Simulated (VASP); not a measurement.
# C (Fd-3m) in VASP: notebook, part 2 of 2

VASP 6.6.1. Earlier steps stand in the parts before.

### 5 Single point, LDA (grid = ENCUT=400 dk=0.45 cell=3x3x2 ISMEAR=0 SIGMA=0.2 LREAL=Auto EDIFF=1e-06)

Input file INCAR:

```
SYSTEM = C
  ALGO = Fast
  EDIFF = 1E-6
  ENCUT = 400
  ISIF = 2
  ISMEAR = 0
  KPAR = 2
  LASPH = .TRUE.
  LCHARG = .FALSE.
  LREAL = Auto
  LWAVE = .FALSE.
  NBANDS = 84
  NCORE = 1
  NELM = 120
  PREC = Accurate
  SIGMA = 0.2
```

Input file KPOINTS:

```
k-points
0
G
  3 3 4
  0 0 0
```

Input file POSCAR:

```
C
1.0
    0.0000000000      5.3501100000      5.3501100000
    5.3501100000      0.0000000000      5.3501100000
    3.5667400000      3.5667400000      0.0000000000
C
36
Direct
    0.2500000000      0.2500000000      0.3750000000
    0.2500000000      0.2500000000      0.8750000000
    0.2500000000      0.5833333333      0.3750000000
    0.2500000000      0.5833333333      0.8750000000
    0.2500000000      0.9166666667      0.3750000000
    0.2500000000      0.9166666667      0.8750000000
    0.5833333333      0.2500000000      0.3750000000
    0.5833333333      0.2500000000      0.8750000000
    0.5833333333      0.5833333333      0.3750000000
    0.5833333333      0.5833333333      0.8750000000
    0.5833333333      0.9166666667      0.3750000000
    0.5833333333      0.9166666667      0.8750000000
    0.9166666667      0.2500000000      0.3750000000
    0.9166666667      0.2500000000      0.8750000000
    0.9166666667      0.5833333333      0.3750000000
    0.9166666667      0.5833333333      0.8750000000
    0.9166666667      0.9166666667      0.3750000000
    0.9166666667      0.9166666667      0.8750000000
    0.1666666667      0.1666666667      0.2500000000
    0.1666666667      0.1666666667      0.7500000000
    0.1666666667      0.5000000000      0.2500000000
    0.1666666667      0.5000000000      0.7500000000
    0.1666666667      0.8333333333      0.2500000000
    0.1666666667      0.8333333333      0.7500000000
    0.5000000000      0.1666666667      0.2500000000
    0.5000000000      0.1666666667      0.7500000000
    0.5000000000      0.5000000000      0.2500000000
    0.5000000000      0.5000000000      0.7500000000
    0.5000000000      0.8333333333      0.2500000000
    0.5000000000      0.8333333333      0.7500000000
    0.8333333333      0.1666666667      0.2500000000
    0.8333333333      0.1666666667      0.7500000000
    0.8333333333      0.5000000000      0.2500000000
    0.8333333333      0.5000000000      0.7500000000
    0.8333333333      0.8333333333      0.2500000000
    0.8333333333      0.8333333333      0.7500000000
```

Potentials or basis: VASP PAW LDA potentials, release 64 (C).

Started as:

```console
$ cat potpaw_LDA.64/C/POTCAR > POTCAR
$ mpirun -np 4 vasp_std > vasp.out
```

OUTCAR:

```text
SYSTEM = C
   EDIFF = 1E-6
   ENCUT = 400
   ISIF = 2
   ISMEAR = 0
   LASPH = .TRUE.
   LREAL = Auto
   NELM = 120
   PREC = Accurate

 Found     14 irreducible k-points:

 Following reciprocal coordinates:
            Coordinates               Weight
  0.000000  0.000000  0.000000      1.000000
  0.333333  0.000000  0.000000      4.000000
  0.333333  0.333333  0.000000      2.000000
 -0.333333  0.333333  0.000000      2.000000
  0.000000  0.000000  0.250000      2.000000
  0.333333  0.000000  0.250000      4.000000
   k-points           NKPTS =     14   k-points in BZ     NKDIM =     14   number of bands    NBANDS=     84
[... 605 lines left out ...]
  Total      -19.7231504    -19.7231504    -19.7437314      0.0313189     -0.0028691     -0.0028691
  in kB     -154.7604554   -154.7604554   -154.9219471      0.2457481     -0.0225128     -0.0225128
  external PRESSURE =    -154.8142860 kB  Pullay stress =       0.0000000 kB

 VOLUME and BASIS-vectors are now :
 -----------------------------------------------------------------------------
  energy-cutoff  :      400.00
  volume of cell :      204.19
      direct lattice vectors                 reciprocal lattice vectors
     0.000000000  5.350110000  5.350110000    -0.093456022  0.093456022  0.093456022
     5.350110000  0.000000000  5.350110000     0.093456022 -0.093456022  0.093456022
     3.566740000  3.566740000  0.000000000     0.140184034  0.140184034 -0.140184034

 POSITION                                       TOTAL-FORCE (eV/Angst)
 -----------------------------------------------------------------------------------
      2.67505      2.67505      2.67505        -0.000186     -0.000186      0.000015
      4.45843      4.45843      2.67505        -0.000186     -0.000186      0.000015
      4.45842      2.67505      4.45842        -0.000186     -0.000186      0.000015
      6.24179      4.45843      4.45842        -0.000186     -0.000186      0.000015
      6.24180      2.67505      6.24180        -0.000186     -0.000186      0.000015
      8.02517      4.45843      6.24180        -0.000186     -0.000186      0.000015
[... 28 lines left out ...]
      5.35011      5.35011      8.91685         0.000186      0.000186     -0.000015
      7.13348      7.13348      8.91685         0.000186      0.000186     -0.000015
 -----------------------------------------------------------------------------------
    total drift:                                0.000002      0.000002      0.000003

  FREE ENERGIE OF THE ION-ELECTRON SYSTEM (eV)
  ---------------------------------------------------
  free  energy   TOTEN  =      -364.4488520841 eV

  energy  without entropy=     -364.4488520841  energy(sigma->0) =     -364.44885208
```

stdout:

```text
POSCAR found type information on POSCAR C
 POSCAR found :  1 types and      36 ions
 scaLAPACK will be used
 LDA part: xc-table for (Slater(with rela. corr.)+CA(PZ))
 , standard interpolation
 POSCAR, INCAR and KPOINTS ok, starting setup
 FFT: planning ... GRIDC
 FFT: planning ... GRID_SOFT
 FFT: planning ... GRID
 WAVECAR not read
 entering main loop
```

Run time: 2.7 min. Hardware: 4 MPI ranks of Intel Xeon Platinum 8375C at 2.90GHz (Ice Lake), shared host; peak memory 0.21 GiB.

These settings aren't checked as converged: the numbers below hold their error.

What came out:

- Free energy: -364.4489 eV
- Band gap on the k mesh: 4.11 eV

Caveat: the cutoff is under 1.25 times the usual one of these potentials, so pressure, stress and relaxed cells hold a basis-set (Pulay) error; an odd mesh through Γ misses points on the zone boundary, where band edges often lie.

### 6 Single point, LDA (grid = ENCUT=400 dk=0.45 cell=3x3x2 ISMEAR=0 SIGMA=0.05 LREAL=Auto EDIFF=0.0001)

INCAR: that of step 5 with these lines changed.

```diff
@@ -2,3 +2,3 @@
   ALGO = Fast
-  EDIFF = 1E-6
+  EDIFF = 1E-4
   ENCUT = 400
@@ -15,2 +15,2 @@
   PREC = Accurate
-  SIGMA = 0.2
+  SIGMA = 0.05
```

KPOINTS is that of step 5.

POSCAR is that of step 5.

Potentials or basis: VASP PAW LDA potentials, release 64 (C).

Started as:

```console
$ cat potpaw_LDA.64/C/POTCAR > POTCAR
$ mpirun -np 4 vasp_std > vasp.out
```

It took 3 min on 4 MPI ranks of Intel Xeon Platinum 8375C at 2.90GHz (Ice Lake), shared host; peak memory 0.21 GiB.

The run converged, but some of its settings lie outside the range that counts as converged, so its numbers aren't taken as properties of the crystal.

What came out:

| Item | Value |
| --- | --- |
| Free energy | -364.4488 eV |
| Band gap on the k mesh | 4.11 eV |

Caveat: the cutoff is under 1.25 times the usual one of these potentials, so pressure, stress and relaxed cells hold a basis-set (Pulay) error; an odd mesh through Γ misses points on the zone boundary, where band edges often lie.

### 7 The reference run

An earlier run on the cell as given: functional PBE; potentials or basis VASP PAW PBE potentials, release 64 (C); cutoff 520 eV; k mesh 13 × 13 × 13; occupations fermi-dirac, width 0.05 eV; no spin polarisation.

- Pressure: 2.5 GPa
- Band gap on the k mesh: 4.14 eV, indirect (least direct gap 5.59 eV)
